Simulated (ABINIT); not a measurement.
# ZnS (F-43m) in ABINIT: notebook, part 2 of 2

ABINIT 10.8.3 (patched build). The steps go on from the part before.

### 3 Band structure, rPW86PBE

File run.abi:

```
# Datasets: ground state, then fixed potential
ndtset 2

# Pseudopotentials
pp_dirpath "./"
pseudos "Zn.GGA_PBE-JTH.xml, S.GGA_PBE-JTH.xml"

# Structure
acell 7.2210310021 7.2210310021 7.2210310021
rprim
     0.0000000000     0.7071067812     0.7071067812
     0.7071067812     0.0000000000     0.7071067812
     0.7071067812     0.7071067812     0.0000000000
ntypat 2
znucl 30 16
natom 2
typat 1 2
xred
     0.7500000000     0.7500000000     0.7500000000
     0.0000000000     0.0000000000     0.0000000000

# Plane-wave basis
ecut 20.0
pawecutdg 40.0

# Exchange and correlation
ixc -144130

# Bands and occupations
occopt 3
tsmear 0.05 eV

# SCF cycle
nstep 100

# Output
iomode 3
prtwf 0
prteig 0
prtebands 0
prtden1 1

# Dataset 1
kptopt1 1
ngkpt1 9 9 9
nshiftk1 1
shiftk1 0.0 0.0 0.0
nband1 13
tolvrs1 1.0e-9

# Dataset 2: bands along G-X-W-K-G-L-U-W-L-K
iscf2 -2
getden2 1
nband2 17
nbdbuf2 2
tolwfr2 1.0e-12
kptopt2 -9
ndivsm2 6
prteig2 1
kptbounds2
     0.0000000000     0.0000000000     0.0000000000
     0.5000000000     0.0000000000     0.5000000000
     0.5000000000     0.2500000000     0.7500000000
     0.3750000000     0.3750000000     0.7500000000
     0.0000000000     0.0000000000     0.0000000000
     0.5000000000     0.5000000000     0.5000000000
     0.6250000000     0.2500000000     0.6250000000
     0.5000000000     0.2500000000     0.7500000000
     0.5000000000     0.5000000000     0.5000000000
     0.3750000000     0.3750000000     0.7500000000
```

Potentials or basis: JTH PAW PBE v2.0.

Run with:

```
$ abinit run.abi > log 2>&1
```

run.abo:

```text
.Version 10.8.3 of ABINIT
 DATASET    1 : space group F-4 3 m (#216); Bravais cF (face-center cubic)
================================================================================
 Values of the parameters that define the memory need for DATASET  1.
     intxc =       0    ionmov =       0      iscf =      17    lmnmax =      18
     lnmax =       6     mgfft =      30  mpssoang =       3    mqgrid =    3001
     natom =       2  nloc_mem =       2    nspden =       1   nspinor =       1
    nsppol =       1      nsym =      24    n1xccc =       1    ntypat =       2
    occopt =       3   xclevel =       2
       mpw =        1153          nfft =       27000          nkpt =          35
 PAW method is used; the additional fine FFT grid is defined by:
   mgfftf=        45    nfftf =     91125
================================================================================
================================================================================

 DATASET    2 : space group F-4 3 m (#216); Bravais cF (face-center cubic)
================================================================================
 Values of the parameters that define the memory need for DATASET  2.
     intxc =       0    ionmov =       0      iscf =      -2    lmnmax =      18
     lnmax =       6     mgfft =      30  mpssoang =       3    mqgrid =    3001
     natom =       2  nloc_mem =       2    nspden =       1   nspinor =       1
    nsppol =       1      nsym =      24    n1xccc =       1    ntypat =       2
    occopt =       3   xclevel =       2
[... 1094 lines left out ...]
 kpt#   4, nband= 17, wtk=  1.00000, kpt=  0.0882  0.0000  0.0882 (reduced coord)
  -0.28489   -0.03787   -0.03678   -0.03678   -0.01966   -0.01915    0.17204    0.18811
   0.18811    0.29583    0.41707    0.44351    0.44351    0.59145    0.63200    0.65405
   0.74276
 kpt#   5, nband= 17, wtk=  1.00000, kpt=  0.1176  0.0000  0.1176 (reduced coord)
[... 381 lines left out ...]
   0.14145    0.35888    0.42978    0.51144    0.51630    0.60350    0.64737    0.75812
   0.78644
 kpt# 101, nband= 17, wtk=  1.00000, kpt=  0.4000  0.4000  0.7000 (reduced coord)
  -0.24523   -0.03367   -0.02841   -0.02234   -0.01841   -0.00795    0.02399    0.08642
   0.13712    0.35546    0.42854    0.51870    0.53098    0.59288    0.64532    0.77028
   0.81022
 kpt# 102, nband= 17, wtk=  1.00000, kpt=  0.3875  0.3875  0.7250 (reduced coord)
  -0.24415   -0.03396   -0.02772   -0.02269   -0.01828   -0.00715    0.02541    0.08238
   0.13327    0.35157    0.42272    0.53039    0.54435    0.58569    0.64664    0.77445
   0.82967
 kpt# 103, nband= 17, wtk=  1.00000, kpt=  0.3750  0.3750  0.7500 (reduced coord)
  -0.24351   -0.03430   -0.02722   -0.02315   -0.01809   -0.00680    0.02580    0.08252
   0.13010    0.34808    0.41403    0.53989    0.55490    0.58591    0.65236    0.76964
   0.81702

== END DATASET(S) ==============================================================
================================================================================

 -outvars: echo values of variables after computation  --------
            acell      7.2210310021E+00  7.2210310021E+00  7.2210310021E+00 Bohr
           etotal1    -7.4739235118E+01
            fcart1    -0.0000000000E+00 -0.0000000000E+00 -0.0000000000E+00
                      -0.0000000000E+00 -0.0000000000E+00 -0.0000000000E+00
            rprim      0.0000000000E+00  7.0710678120E-01  7.0710678120E-01
                       7.0710678120E-01  0.0000000000E+00  7.0710678120E-01
                       7.0710678120E-01  7.0710678120E-01  0.0000000000E+00
           strten1    -1.2576368152E-04 -1.2576368152E-04 -1.2576368152E-04
                       0.0000000000E+00  0.0000000000E+00  0.0000000000E+00
           xangst      4.0529999973E+00  4.0529999973E+00  4.0529999973E+00
                       0.0000000000E+00  0.0000000000E+00  0.0000000000E+00
             xred      7.5000000000E-01  7.5000000000E-01  7.5000000000E-01
                       0.0000000000E+00  0.0000000000E+00  0.0000000000E+00
 Calculation completed.
```

It took 65 s on 1 thread of Intel Xeon 6975P-C (Granite Rapids), shared host; peak memory 0.12 GiB.

What came out:

```
Free energy                                           : -2033.7582 eV
Band gap on the k mesh                                : 2.00 eV, direct
Valence electrons inside the program's atomic spheres : Zn 10.80; S 3.63
```

Levels at the corners of the path, in eV from the valence-band top:
| point | band 5 | band 6 | band 7 | band 8 | band 9 | band 10 | band 11 | band 12 | band 13 | band 14 |
| --- | --- | --- | --- | --- | --- | --- | --- | --- | --- | --- |
| Γ | -5.86 | -5.86 | 0.00 | 0.00 | 0.00 | 2.00 | 6.42 | 6.42 | 6.42 | 11.77 |
| X | -5.78 | -5.65 | -4.57 | -2.20 | -2.20 | 3.44 | 4.05 | 10.89 | 11.91 | 11.91 |
| W | -5.90 | -5.46 | -4.60 | -2.72 | -2.69 | 5.73 | 5.96 | 7.87 | 8.25 | 12.38 |
| K | -5.82 | -5.52 | -4.63 | -3.09 | -1.79 | 4.14 | 5.93 | 9.36 | 9.77 | 10.61 |
| Γ | -5.86 | -5.86 | 0.00 | 0.00 | 0.00 | 2.00 | 6.42 | 6.42 | 6.42 | 11.77 |
| L | -5.83 | -5.66 | -5.28 | -0.86 | -0.86 | 3.25 | 6.96 | 6.96 | 8.85 | 12.11 |
| U | -5.82 | -5.52 | -4.63 | -3.09 | -1.79 | 4.14 | 5.93 | 9.36 | 9.77 | 10.61 |
| W | -5.90 | -5.46 | -4.60 | -2.72 | -2.69 | 5.73 | 5.96 | 7.87 | 8.25 | 12.38 |
| L | -5.83 | -5.66 | -5.28 | -0.86 | -0.86 | 3.25 | 6.96 | 6.96 | 8.85 | 12.11 |
| K | -5.82 | -5.52 | -4.63 | -3.09 | -1.79 | 4.14 | 5.93 | 9.36 | 9.77 | 10.61 |

### 4 Band structure, OLYP

run.abi, as its differences from that of step 3:

```diff
@@ -8,3 +8,3 @@
 # Structure
-acell 7.2210310021 7.2210310021 7.2210310021
+acell 3.8212050455 3.8212050455 3.8212050455 Angstrom
 rprim
@@ -17,4 +17,4 @@
 typat 1 2
-xred
-     0.7500000000     0.7500000000     0.7500000000
+xcart
+     7.6590599831     7.6590599831     7.6590599831
      0.0000000000     0.0000000000     0.0000000000
@@ -26,3 +26,3 @@
 # Exchange and correlation
-ixc -144130
+ixc -110131
 
@@ -30,3 +30,3 @@
 occopt 3
-tsmear 0.05 eV
+tsmear 0.00183747
 
@@ -59,2 +59,3 @@
 prteig2 1
+prtvol2 -3
 kptbounds2
```

Run with:

```
$ abinit run.abi > log 2>&1
```

Wall time 56 s (1 thread of Intel Xeon 6975P-C (Granite Rapids), shared host); peak memory 0.13 GiB.

The run converged. Its results:

* Free energy: -2037.6777 eV
* Band gap on the k mesh: 2.59 eV, direct
* Valence electrons inside the program's atomic spheres: Zn 10.79; S 3.65

Levels at the corners of the path, in eV from the valence-band top:
| point | band 6 | band 7 | band 8 | band 9 | band 10 | band 11 | band 12 | band 13 |
| --- | --- | --- | --- | --- | --- | --- | --- | --- |
| Γ | -5.97 | 0.00 | 0.00 | 0.00 | 2.59 | 6.59 | 6.59 | 6.59 |
| X | -5.73 | -4.47 | -2.14 | -2.14 | 3.91 | 4.38 | 11.49 | 12.19 |
| W | -5.57 | -4.45 | -2.60 | -2.59 | 6.13 | 6.18 | 8.18 | 8.64 |
| K | -5.62 | -4.48 | -2.96 | -1.74 | 4.53 | 6.25 | 9.79 | 9.94 |
| Γ | -5.97 | 0.00 | 0.00 | 0.00 | 2.59 | 6.59 | 6.59 | 6.59 |
| L | -5.75 | -5.08 | -0.84 | -0.84 | 3.66 | 7.14 | 7.14 | 9.51 |
| U | -5.62 | -4.48 | -2.96 | -1.74 | 4.53 | 6.25 | 9.79 | 9.94 |
| W | -5.57 | -4.45 | -2.60 | -2.59 | 6.13 | 6.18 | 8.18 | 8.64 |
| L | -5.75 | -5.08 | -0.84 | -0.84 | 3.66 | 7.14 | 7.14 | 9.51 |
| K | -5.62 | -4.48 | -2.96 | -1.74 | 4.53 | 6.25 | 9.79 | 9.94 |

### 5 The runs side by side

| level | potentials or basis | cutoff (eV) | fine-grid cutoff | gap on the mesh (eV) |
| --- | --- | --- | --- | --- |
| LDA-VWN | PseudoDojo NC SR LDA v0.4.1 standard | 980 | - | 1.86 |
| rPW86PBE | JTH PAW PBE v2.0 | 544 | 1088.46 eV | 2.00 |
| OLYP | JTH PAW PBE v2.0 | 544 | 1088.46 eV | 2.59 |

Alike in all rows: task band structure; no spin polarisation; cell as given; k mesh 9 × 9 × 9; smearing fermi-dirac 0.05 eV.

Absolute energies hang on the potentials; compare differences alone.

### 6 Comparison with measurements

Step 2. A measured gap of ZnS is 3.85 eV (direct; 19 K; quoted in “Electronic, vibrational, and thermodynamic properties of ZnS (zincblende and rocksalt structure)”, 2009, arxiv:0911.5022); the calculated 1.86 eV misses it by -1.99 eV. So large a miss can be the level of theory's own, or it may mean another phase, state or a wrong row. The value is that of LDA-VWN, without temperature or zero-point motion. Semilocal functionals fall short of measured gaps as a rule.

Step 3. Measured gap of ZnS: 3.85 eV (direct; 19 K; quoted in “Electronic, vibrational, and thermodynamic properties of ZnS (zincblende and rocksalt structure)”, 2009, arxiv:0911.5022). This calculation gives 2.00 eV (-1.85 eV). The value is that of rPW86PBE, without temperature or zero-point motion.

Step 4. A measured gap of ZnS is 3.85 eV (direct; 19 K; quoted in “Electronic, vibrational, and thermodynamic properties of ZnS (zincblende and rocksalt structure)”, 2009, arxiv:0911.5022); the calculated 2.59 eV misses it by -1.26 eV. The value is that of OLYP, without temperature or zero-point motion.
